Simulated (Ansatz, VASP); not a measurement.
# Two plane-wave programs on HfSiO4

```
CELL_PARAMETERS angstrom
-3.28625 3.28625 2.98160
3.28625 -3.28625 2.98160
3.28625 3.28625 -2.98160
ATOMIC_POSITIONS crystal
Hf 0.75000 0.25000 0.50000
Hf 0.00000 0.00000 0.00000
Si 0.25000 0.75000 0.50000
Si 0.50000 0.50000 0.00000
O 0.13530 0.31980 0.81550
O 0.06980 0.75430 0.68450
O 0.50430 0.31980 0.18450
O 0.06980 0.38530 0.31550
O 0.61470 0.93020 0.68450
O 0.68020 0.86470 0.18450
O 0.24570 0.93020 0.31550
O 0.68020 0.49570 0.81550
```

Alike in both runs: task electric field gradients; functional PBE; k mesh 5 × 5 × 5; occupations fermi-dirac, width 0.02 eV; no spin polarisation.

|  | VASP | Ansatz |
| --- | --- | --- |
| version | VASP 6.6.1 | Ansatz 0.2.0 |
| potentials or method | VASP PAW PBE potentials, release 64 (Hf_pv, Si, O) | plane-wave PAW, scalar-relativistic |
| plane-wave cutoff (eV) | 520 | 420 |
| valence electrons in the cell | 76 | 108 |

Ansatz gave:

* gap on the k mesh at the Fermi level (eV): 5.46
* pressure (GPa): 7.5
* largest component of the traceless stress (GPa): 0.53
* rms of the force components (eV/Å): 0.158
* Vzz of the field gradient on the site that differs most (V/Å²): 130.7

Problem. What did VASP give for the same quantities?

Solution. gap on the k mesh at the Fermi level (eV): 5.40; pressure (GPa): 5.8; largest component of the traceless stress (GPa): 0.77; rms of the force components (eV/Å): 0.250; Vzz of the field gradient on the site that differs most (V/Å²): 113.8.

Atom by atom the forces differ by 0.093 eV/Å (rms over components). The two sets of potentials don't hold the same shells in valence. Ansatz warned: «gradients_without_spin_orbit».

Caveats: spin-orbit coupling is left out, which moves the levels of the heavy elements; an odd mesh through Γ misses points on the zone boundary, where band edges often lie.
